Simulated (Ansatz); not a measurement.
# WC (Qusongite) (P-6m2) in Ansatz: further runs, part 2 of 2

Ansatz 0.2.0. Earlier steps stand in the parts before.

## Step 3: Single point, PBE

input.yaml reads:

```yaml
crystal:
  lattice:
    - [2.9065, 0.0, 0.0]
    - [-1.45325, 2.5171028361, 0.0]
    - [0.0, 0.0, 2.8366]
  atoms:
    - { symbol: W, position: [0.0, 0.0, 0.0] }
    - { symbol: C, position: [0.6666666667, 0.3333333333, 0.5] }
kpoints:
  mp_grid: { grid: [4, 4, 4] }
scf:
  occupations: { method: fermi_dirac, width: 0.03 }
hamiltonian:
  xc: pbe
  pseudopotentials: { kind: all_electron, lapw: { basis_error: 0.003 } }
output:
  forces: true
  stress: true
  eigenvalues: true
```

Potentials or basis: all-electron LAPW, scalar-relativistic.

Command:

```bash
$ ansatz run input.yaml --threads 1 --pin off --max-ram 3072MiB --backend cpu --events-out ev --progress --plain --runs-dir out
```

The log of the run:

```text
Warning: RAYON_NUM_THREADS=1 ignored (pool sized by the plan → 1); use --threads N
LAPW: plane waves up to 8.757 Å⁻¹, error target 3.0e-3 eV per atom; small_component_spin mean_spin; C in spheres of 0.902 Å, 6 of its electrons in bands, Dirac shells []; W in spheres of 1.295 Å, 44 of its electrons in bands, Dirac shells [] (how accurate: hamiltonian.pseudopotentials.lapw.basis_error, Limitations)
Engine: ansatz 0.2.0, x86_64-unknown-linux-gnu
Pseudopotentials: kind: all_electron
Pseudopotential: W, LAPW, valence charge 44, lapw/all_electron/scalar/gaussian/W, Koelling and Harmon's equation, gaussian nucleus
Pseudopotential: C, LAPW, valence charge 6, lapw/all_electron/scalar/gaussian/C, Koelling and Harmon's equation, gaussian nucleus
Functional definition: PBE
  parameter kappa = 0.804
  parameter beta = 0.06672455060314922
  exchange = pbe_x(kappa = kappa, mu = beta*pi^2/3)
  correlation = pbe_c(beta = beta)
Crystal: 2 atoms, lattice volume = 20.752 Å³
Basis set: ecut = 292.18168316747415 eV, 229 PW (Γ), exchange–correlation at level 2
Bands: 30, of which v1, the nominal top of the filled ones, is band 25 counted from 1 (24 counted from 0)
Symmetry: 12 space group operations
Space group: P-6m2 (ITA 187), of the structure as read, at distance tolerance 2.7e-5 Å
k-points: 12 of 64 (time reversal used)
Non-local potential: W, projectors of the file, none
Non-local potential: C, projectors of the file, none
Initial density: superposition of atomic densities (chi_scale 0.1, normalization cell, long waves kept (reshape's long-wave potential 0.00 eV rms))
Initial wavefunctions: plane waves of lowest kinetic energy (no species holds an atomic orbital)
Functional: x = pbe(κ = 0.804, μ = 0.2195149727645171), c = pbe(β = 0.06672455060314922)
iter 1 solved again at ethr=7.97e-3 eV; its pass at ethr=1.00e-1 eV (dr2=3.99e0 eV) is discarded
SCF iter   1: F=—  HF=-440240.849644 eV  |F-HF|=—  |Δ(HF+E_count)|=         —  Δρ=1.26e-1  dr2=3.99e0  ethr=7.97e-3  ⟨swp⟩=2.0  Hψ=2230  notcnv=0
preconditioner: auto → none  [insulator: Δε(μ)=0.438 eV  Ē_g=27.544 eV  σ=0.030 eV  W_gap=0.50  n_scr=8 (ndim 8)  ℏωp=44.6 eV  f_vac=0.000  D(μ)=0.52/eV (n_scr^D=0)  ε∞_Penn≈3.6]
SCF iter   2: F=—  HF=-440240.136473 eV  |F-HF|=—  |Δ(HF+E_count)|=   7.13e-1  Δρ=8.55e-2  dr2=1.93e0  ethr=7.97e-3  ⟨swp⟩=3.0  Hψ=1106  notcnv=0
iter 3 solved again at ethr=6.75e-5 eV; its pass at ethr=3.86e-3 eV (dr2=3.38e-2 eV) is discarded
SCF iter   3: F=—  HF=-440239.314841 eV  |F-HF|=—  |Δ(HF+E_count)|=   8.22e-1  Δρ=1.57e-2  dr2=3.38e-2  ethr=6.75e-5  ⟨swp⟩=2.0  Hψ=1877  notcnv=0
SCF iter   4: F=—  HF=-440239.313825 eV  |F-HF|=—  |Δ(HF+E_count)|=         —  Δρ=3.06e-3  dr2=1.48e-3  ethr=6.75e-5  ⟨swp⟩=2.3  Hψ=1108  notcnv=0
the basis was enlarged: its passes take 135.1 KiB over the memory plan, 1 of 1 planned eigensolver slots
SCF iter   5: F=—  HF=-440239.311789 eV  |F-HF|=—  |Δ(HF+E_count)|=   2.04e-3  Δρ=1.69e-3  dr2=7.23e-4  ethr=2.97e-6  ⟨swp⟩=2.0  Hψ=1047  notcnv=0
SCF iter   6: F=—  HF=-440239.311233 eV  |F-HF|=—  |Δ(HF+E_count)|=   5.56e-4  Δρ=3.39e-4  dr2=2.27e-5  ethr=1.45e-6  ⟨swp⟩=2.3  Hψ=1051  notcnv=0
SCF iter   7: F=—  HF=-440239.311216 eV  |F-HF|=—  |Δ(HF+E_count)|=   1.74e-5  Δρ=4.08e-5  dr2=3.58e-7  ethr=4.53e-8  ⟨swp⟩=2.0  Hψ=1047  notcnv=0
SCF iter   8: F=-440239.311216 eV  HF=-440239.311216 eV  |F-HF|=2.12e-8  |Δ(HF+E_count)|=   1.59e-7  Δρ=7.80e-6  dr2=1.48e-8  ethr=7.16e-10  ⟨swp⟩=2.6  Hψ=1064  notcnv=0
SCF 1 converged in 8 iterations: F = -440239.311216 eV  dr2 = 1.48e-8
SCF converged after 8 iterations
Free energy (F): -440239.311216 eV
Harris-Foulkes:  -440239.311216 eV  (|F-HF|=2.12e-8)
Internal energy: -440239.309104 eV  (E = F + TS)
E sigma→0 (E₀):  -440239.310160 eV
Entropy (-TS):   -0.002111 eV (-1.056 meV/atom)
Fermi energy:    26.253302 eV
--- Per-component energies (eV) ---
  E_band       = -4907.608173
  E_kinetic    = 492919.598928
  E_xc         = -8981.233364
  E_electrostatic = -924177.674669  (all electrons and nuclei)
  E_smearing   = -0.002111  (= −TS)
  E_closure    = 0.000000  (closes the sum)
  E_atoms      = -440218.421447  (free atoms, spherical and without spin; not in F)
  Σ components = -440239.311216   (vs F -440239.311216, Δ=0.00e0)
  Basis errors (estimates in eV, not in F): energy 1.1e-3 per atom: plane waves 1.0e-3 (5.5e-4 summed), levels above the bands 1.3e-163, relativity 9.3e-8, radial functions 1.3e-4, core shells 1.5e-7; eigenvalues (radial functions only) 8.7e-6; not estimated: angular momenta, meshes, grids; target (lapw.basis_error) 3.0e-3; muffin-tin radii C 0.902 Å, W 1.295 Å
--- Forces (eV/Å), atoms counted from 1 ---
  atom   1  W     -0.00000000     0.00000000     0.00000000
  atom   2  C      0.00000000     0.00000000     0.00000000
  max |Σ_I F_I| component: 2.78e-17 eV/Å
--- Stress (GPa, compression-positive) ---
        8.632277       0.000000      -0.000000
        0.000000       8.632277      -0.000000
       -0.000000      -0.000000       1.822714
  P = ⅓ Tr σ = 6.3624 GPa (63.624 kbar)
--- Band table (eV; the first three rows and the last of 12) ---
  k-point 0: bands = ["-392.2466", "-392.2466", "-392.2428", "-239.5711", "-207.3121", "-207.3121", "-207.3039", "-207.3039", "-207.2908", "-48.3000", "-12.3276", "-12.2120", "-12.2120", "-2.4949", "-2.4919", "-2.4919", "-2.4802", "-2.4802", "-2.4661", "-2.4521", "11.2243", "21.3419", "22.3287", "22.3287", "25.7601", "28.8801", "28.8801", "31.2783", "31.2783", "32.0530"]
  k-point 1: bands = ["-392.2466", "-392.2466", "-392.2428", "-239.5711", "-207.3121", "-207.3121", "-207.3039", "-207.3039", "-207.2908", "-48.2795", "-12.7082", "-12.1782", "-12.1782", "-2.4954", "-2.4954", "-2.4944", "-2.4812", "-2.4717", "-2.4717", "-2.4520", "12.6367", "20.0456", "22.9526", "22.9526", "26.2863", "26.2863", "26.6041", "31.6119", "31.6119", "33.0775"]
  k-point 2: bands = ["-392.2466", "-392.2466", "-392.2428", "-239.5711", "-207.3121", "-207.3121", "-207.3039", "-207.3039", "-207.2908", "-48.2590", "-13.0692", "-12.1441", "-12.1441", "-2.4988", "-2.4988", "-2.4949", "-2.4940", "-2.4631", "-2.4631", "-2.4519", "15.2484", "17.0317", "23.6418", "23.6418", "25.0730", "25.0730", "29.3122", "30.1887", "30.1887", "35.6364"]
  k-point 11: bands = ["-392.2466", "-392.2466", "-392.2428", "-239.5711", "-207.3121", "-207.3121", "-207.3039", "-207.3039", "-207.2908", "-48.2019", "-12.8987", "-12.7699", "-12.4739", "-2.4977", "-2.4905", "-2.4841", "-2.4813", "-2.4728", "-2.4705", "-2.4669", "14.6214", "19.2781", "19.9466", "23.6957", "24.3625", "30.6824", "31.0988", "31.6440", "35.2110", "36.1892"]
```

Wall time 5.4 s (1 thread of Intel Xeon Platinum 8488C (Sapphire Rapids), shared host); peak memory 0.28 GiB.

What came out:

| Item | Value |
| --- | --- |
| Free energy | -440239.3112 eV |
| Pressure | 6.4 GPa |
| Band gap on the k mesh | none (metal or under the smearing width) |

Caveat: the k mesh is coarse (spacing up to 0.62 Å⁻¹), so the values aren't converged; the k mesh is thin for a metal, which can move the energy by tens of meV per atom. The run has no spin-orbit coupling, so splittings on W are missing.

## Step 4: Single point, PBE

input.yaml reads:

```yaml
crystal:
  lattice:
    - [2.9065, 0.0, 0.0]
    - [-1.45325, 2.5171028361, 0.0]
    - [0.0, 0.0, 2.8366]
  atoms:
    - { symbol: W, position: [0.0, 0.0, 0.0] }
    - { symbol: C, position: [0.6666666667, 0.3333333333, 0.5] }
kpoints:
  mp_grid: { grid: [10, 10, 9] }
scf:
  occupations: { method: gaussian, width: 0.05 }
hamiltonian:
  xc: pbe
  pseudopotentials: { kind: all_electron, lapw: { basis_error: 0.001 } }
output:
  forces: true
  stress: true
  eigenvalues: true
```

Command:

```bash
$ ansatz run input.yaml --threads 1 --pin off --max-ram 3072MiB --backend cpu --events-out ev --progress --plain --runs-dir out
```

Wall time 21 s (1 thread of Intel Xeon Platinum 8488C (Sapphire Rapids), shared host); peak memory 0.39 GiB.

It converged, with:

```yaml
Free_energy: -440239.3743 eV
Pressure: 5.7 GPa
Band_gap_on_the_k_mesh: none (metal or under the smearing width)
```

Stress tensor (GPa, compression positive):
```
6.00 0.00 0.00
0.00 6.00 0.00
0.00 0.00 5.07
```

Levels at points of the mesh, in eV from the Fermi level:
| k point | band 23 | band 24 | band 25 | band 26 | band 27 | band 28 |
| --- | --- | --- | --- | --- | --- | --- |
| (0.00, 0.00, 0.00) | -3.34 | -3.34 | 0.07 | 3.23 | 3.23 | 5.60 |
| (0.00, -0.50, 0.00) | -3.63 | -3.57 | -0.47 | 2.34 | 4.53 | 4.87 |

Spin-orbit coupling is left out, which matters for the levels of W.

## Step 5: Single point, PBE

Edit input.yaml of step 4 so:

```diff
@@ -11,3 +11,3 @@
 scf:
-  occupations: { method: gaussian, width: 0.05 }
+  occupations: { method: gaussian, width: 0.024 }
 hamiltonian:
```

Command:

```bash
$ ansatz run input.yaml --threads 1 --pin off --max-ram 3072MiB --backend cpu --events-out ev --progress --plain --runs-dir out
```

It took 29 s on 1 thread of Intel Xeon Platinum 8488C (Sapphire Rapids), shared host; peak memory 0.39 GiB.

It converged, with:

```yaml
Free_energy: -440239.3740 eV
Pressure: 5.7 GPa
Band_gap_on_the_k_mesh: none (metal or under the smearing width)
```

Stress tensor (GPa, compression positive):
```
6.00 0.00 0.00
0.00 6.00 0.00
0.00 0.00 5.07
```

Levels at points of the mesh, in eV from the Fermi level:
```tsv
k point	band 22	band 23	band 24	band 25	band 26	band 27	band 28	band 29
(0.00, 0.00, 0.00)	-4.32	-3.35	-3.35	0.07	3.23	3.23	5.60	5.60
(0.00, -0.50, 0.00)	-7.04	-3.64	-3.58	-0.48	2.33	4.53	4.87	6.84
```

The run has no spin-orbit coupling, so splittings on W are missing.

## Step 6: Single point, PBE

Edit input.yaml of step 5 so:

```diff
@@ -11,3 +11,3 @@
 scf:
-  occupations: { method: gaussian, width: 0.024 }
+  occupations: { method: gaussian, width: 0.018 }
 hamiltonian:
```

Potentials or basis: all-electron LAPW, scalar-relativistic.

Command:

```bash
$ ansatz run input.yaml --threads 1 --pin off --max-ram 3072MiB --backend cpu --events-out ev --progress --plain --runs-dir out
```

It took 23 s on 1 thread of Intel Xeon Platinum 8488C (Sapphire Rapids), shared host; peak memory 0.39 GiB.

The run converged. Its results:

| Item | Value |
| --- | --- |
| Free energy | -440239.3739 eV |
| Pressure | 5.7 GPa |
| Band gap on the k mesh | none (metal or under the smearing width) |

Stress tensor (GPa, compression positive):
```
6.00 0.00 0.00
0.00 6.00 0.00
0.00 0.00 5.08
```

Levels at points of the mesh, in eV from the Fermi level:
```csv
k point,band 22,band 23,band 24,band 25,band 26,band 27,band 28,band 29
"(0.00, 0.00, 0.00)",-4.32,-3.35,-3.35,0.07,3.23,3.23,5.60,5.60
"(0.00, -0.50, 0.00)",-7.04,-3.64,-3.58,-0.48,2.33,4.53,4.87,6.84
```

Spin-orbit coupling is left out, which matters for the levels of W.

## Step 7: Overview

```tsv
task	level	cell	k mesh	cutoff (eV)	smearing	basis error allowed	mesh quality	gap on the mesh (eV)	pressure (GPa)
relaxation of cell and atoms	BLYP+D3(BJ)	relaxed	10 × 10 × 9	-	fermi-dirac 0.05 eV	0.001 eV/atom	not flagged	-	0.0
single point	PBE	as given	4 × 4 × 4	292	fermi-dirac 0.03 eV	0.003 eV/atom	coarse	none	6.4
single point	PBE	as given	10 × 10 × 9	335	gaussian 0.05 eV	0.001 eV/atom	not flagged	none	5.7
single point	PBE	as given	10 × 10 × 9	335	gaussian 0.024 eV	0.001 eV/atom	not flagged	none	5.7
single point	PBE	as given	10 × 10 × 9	335	gaussian 0.018 eV	0.001 eV/atom	not flagged	none	5.7
```

Alike in all rows: potentials or basis all-electron LAPW, scalar-relativistic; no spin polarisation.

Caveats: some runs use coarse meshes; the k mesh is thin for a metal, which can move the energy by tens of meV per atom (some runs).

Compare energies only between runs with the same functional and basis.
